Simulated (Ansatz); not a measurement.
Input of an Ansatz 0.2.0 run:

input.yaml

```yaml
crystal:
  lattice:
    - [0.0, 3.2333428, 3.2333428]
    - [3.2333428, 0.0, 3.2333428]
    - [3.2333428, 3.2333428, 0.0]
  atoms:
    - { symbol: Sn, position: [0.75, 0.75, 0.75] }
    - { symbol: Sn, position: [0.5, 0.5, 0.5] }
hamiltonian:
  xc: b3lyp
  pseudopotentials: { kind: paw }
kpoints:
  mp_grid: { grid: [4, 4, 4] }
scf:
  occupations: { method: fermi_dirac, width: 0.05 }
output:
  forces: true
  stress: true
  eigenvalues: true
```

Potentials or basis: Ansatz PAW.

Run with:

```console
$ ansatz run input.yaml --threads 2 --pin off --max-ram 5632MiB --backend cpu --events-out ev --progress --plain --runs-dir out
```

(1) Estimate the band gap on the k mesh.

(2) Estimate the pressure.

## Answers

(1) none (metal or under the smearing width).

(2) 4.9 GPa.

Caveat: the k mesh is coarse (spacing up to 0.42 Å⁻¹), so the values aren't converged, least of all with exact exchange; the PAW data sets come from PBE, with cores solved anew for the run's functional, which leaves a small shift of forces and pressure; the thresholds are loose for stress.
